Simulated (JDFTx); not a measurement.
# InAs (F-43m) in JDFTx: a series of runs, part 2 of 2

JDFTx 1.7.0 (patched build). The steps go on from the part before.

**6. Band structure, HLE16**

File bands.in:

```
include InAs.lattice
coords-type Lattice
include InAs.ionpos

ion-species pseudo/In.upf
ion-species pseudo/As.upf
elec-cutoff 42 336
elec-ex-corr gga-hle16
elec-smearing Fermi 0.0018374661
elec-n-bands 21
electronic-minimize nIterations 30 energyDiffThreshold 1e-06
davidson-band-ratio 1.3
forces-output-coords Cartesian
include path.kpoints
symmetries none
fix-electron-density run.$VAR

dump-name bands.$VAR
dump End Ecomponents EigStats BandEigs Kpoints Forces
```

File InAs.lattice:

```
lattice \
    0.0000000000     5.7031934441     5.7031934441 \
    5.7031934441     0.0000000000     5.7031934441 \
    5.7031934441     5.7031934441     0.0000000000
```

File InAs.ionpos:

```
ion In     0.0000000000     0.0000000000     0.0000000000 1
ion As     0.7500000000     0.7500000000     0.7500000000 1
```

File path.kpoints:

```
kpoint +0.0000000000 +0.0000000000 +0.0000000000 0.020000000000
kpoint +0.0714285714 +0.0000000000 +0.0714285714 0.020000000000
kpoint +0.1428571429 +0.0000000000 +0.1428571429 0.020000000000
kpoint +0.2142857143 +0.0000000000 +0.2142857143 0.020000000000
kpoint +0.2857142857 +0.0000000000 +0.2857142857 0.020000000000
kpoint +0.3571428571 +0.0000000000 +0.3571428571 0.020000000000
kpoint +0.4285714286 +0.0000000000 +0.4285714286 0.020000000000
kpoint +0.5000000000 +0.0000000000 +0.5000000000 0.020000000000
kpoint +0.5000000000 +0.0833333333 +0.5833333333 0.020000000000
kpoint +0.5000000000 +0.1666666667 +0.6666666667 0.020000000000
kpoint +0.5000000000 +0.2500000000 +0.7500000000 0.020000000000
kpoint +0.4375000000 +0.3125000000 +0.7500000000 0.020000000000
kpoint +0.3750000000 +0.3750000000 +0.7500000000 0.020000000000
kpoint +0.3281250000 +0.3281250000 +0.6562500000 0.020000000000
kpoint +0.2812500000 +0.2812500000 +0.5625000000 0.020000000000
kpoint +0.2343750000 +0.2343750000 +0.4687500000 0.020000000000
kpoint +0.1875000000 +0.1875000000 +0.3750000000 0.020000000000
kpoint +0.1406250000 +0.1406250000 +0.2812500000 0.020000000000
kpoint +0.0937500000 +0.0937500000 +0.1875000000 0.020000000000
kpoint +0.0468750000 +0.0468750000 +0.0937500000 0.020000000000
kpoint +0.0000000000 +0.0000000000 +0.0000000000 0.020000000000
kpoint +0.0833333333 +0.0833333333 +0.0833333333 0.020000000000
kpoint +0.1666666667 +0.1666666667 +0.1666666667 0.020000000000
kpoint +0.2500000000 +0.2500000000 +0.2500000000 0.020000000000
kpoint +0.3333333333 +0.3333333333 +0.3333333333 0.020000000000
kpoint +0.4166666667 +0.4166666667 +0.4166666667 0.020000000000
kpoint +0.5000000000 +0.5000000000 +0.5000000000 0.020000000000
kpoint +0.5250000000 +0.4500000000 +0.5250000000 0.020000000000
kpoint +0.5500000000 +0.4000000000 +0.5500000000 0.020000000000
kpoint +0.5750000000 +0.3500000000 +0.5750000000 0.020000000000
kpoint +0.6000000000 +0.3000000000 +0.6000000000 0.020000000000
kpoint +0.6250000000 +0.2500000000 +0.6250000000 0.020000000000
kpoint +0.5625000000 +0.2500000000 +0.6875000000 0.020000000000
kpoint +0.5000000000 +0.2500000000 +0.7500000000 0.020000000000
kpoint +0.5000000000 +0.2916666667 +0.7083333333 0.020000000000
kpoint +0.5000000000 +0.3333333333 +0.6666666667 0.020000000000
kpoint +0.5000000000 +0.3750000000 +0.6250000000 0.020000000000
kpoint +0.5000000000 +0.4166666667 +0.5833333333 0.020000000000
kpoint +0.5000000000 +0.4583333333 +0.5416666667 0.020000000000
kpoint +0.5000000000 +0.5000000000 +0.5000000000 0.020000000000
kpoint +0.4791666667 +0.4791666667 +0.5416666667 0.020000000000
kpoint +0.4583333333 +0.4583333333 +0.5833333333 0.020000000000
kpoint +0.4375000000 +0.4375000000 +0.6250000000 0.020000000000
kpoint +0.4166666667 +0.4166666667 +0.6666666667 0.020000000000
kpoint +0.3958333333 +0.3958333333 +0.7083333333 0.020000000000
kpoint +0.3750000000 +0.3750000000 +0.7500000000 0.020000000000
kpoint +0.6250000000 +0.2500000000 +0.6250000000 0.020000000000
kpoint +0.5833333333 +0.1666666667 +0.5833333333 0.020000000000
kpoint +0.5416666667 +0.0833333333 +0.5416666667 0.020000000000
kpoint +0.5000000000 +0.0000000000 +0.5000000000 0.020000000000
```

Potentials or basis: PseudoDojo-SR-PBE-0.5-standard.

Started as:

```console
jdftx -c 1 -i bands.in -o bands.out
```

Wall time 78 s (1 thread of Arm Neoverse V1, shared host); peak memory 0.17 GiB.

Results (log left out):

```
Band gap along the path : 0.40 eV, direct
```

Levels at the corners of the path, in eV from the valence-band top:
```csv
point,band 10,band 11,band 12,band 13,band 14,band 15,band 16,band 17
Γ,-16.93,-11.67,0.00,0.00,0.00,0.40,4.44,4.44
X,-16.92,-9.95,-5.51,-2.03,-2.03,2.70,2.78,9.77
W,-16.93,-9.92,-5.39,-2.53,-2.40,4.48,5.26,5.74
K,-16.92,-9.98,-5.39,-2.78,-1.70,2.98,4.92,7.92
Γ,-16.93,-11.67,0.00,0.00,0.00,0.40,4.44,4.44
L,-16.93,-10.44,-5.31,-0.87,-0.87,1.62,5.28,5.28
U,-16.92,-9.98,-5.39,-2.78,-1.70,2.98,4.92,7.92
W,-16.93,-9.92,-5.39,-2.53,-2.40,4.48,5.26,5.74
L,-16.93,-10.44,-5.31,-0.87,-0.87,1.62,5.28,5.28
K,-16.92,-9.98,-5.39,-2.78,-1.70,2.98,4.92,7.92
U,-16.92,-9.98,-5.39,-2.78,-1.70,2.98,4.92,7.92
X,-16.92,-9.95,-5.51,-2.03,-2.03,2.70,2.78,9.77
```

Caveat: the potentials were made for a functional far from this one; spin-orbit coupling is left out, which moves the levels of the heavy elements.

**7. Against experiment**

Step 2. Measured gap of InAs: 0.418 eV (direct; 4.2 K; a printed reference work, data compilation). This calculation gives 0.00 eV (-0.42 eV). Spin-orbit coupling on As, In is left out. The value is that of LDA, without temperature or zero-point motion. Semilocal functionals fall short of measured gaps as a rule.

Step 3. A measured gap of InAs is 0.418 eV (direct; 4.2 K; a printed reference work, data compilation); the calculated 0.00 eV misses it by -0.42 eV. Spin-orbit coupling on As, In is left out. The value is that of PBE, without temperature or zero-point motion. Semilocal functionals fall short of measured gaps as a rule.

Step 4. Measured gap of InAs: 0.418 eV (direct; 4.2 K; a printed reference work, data compilation). This calculation gives 0.00 eV (-0.42 eV). Spin-orbit coupling on As, In is left out. The value is that of PBEsol, without temperature or zero-point motion. Semilocal functionals fall short of measured gaps as a rule.

Step 5. A measured gap of InAs is 0.418 eV (direct; 4.2 K; a printed reference work, data compilation); the calculated 0.00 eV misses it by -0.42 eV. Spin-orbit coupling on As, In is left out. The value is that of TASK, without temperature or zero-point motion.
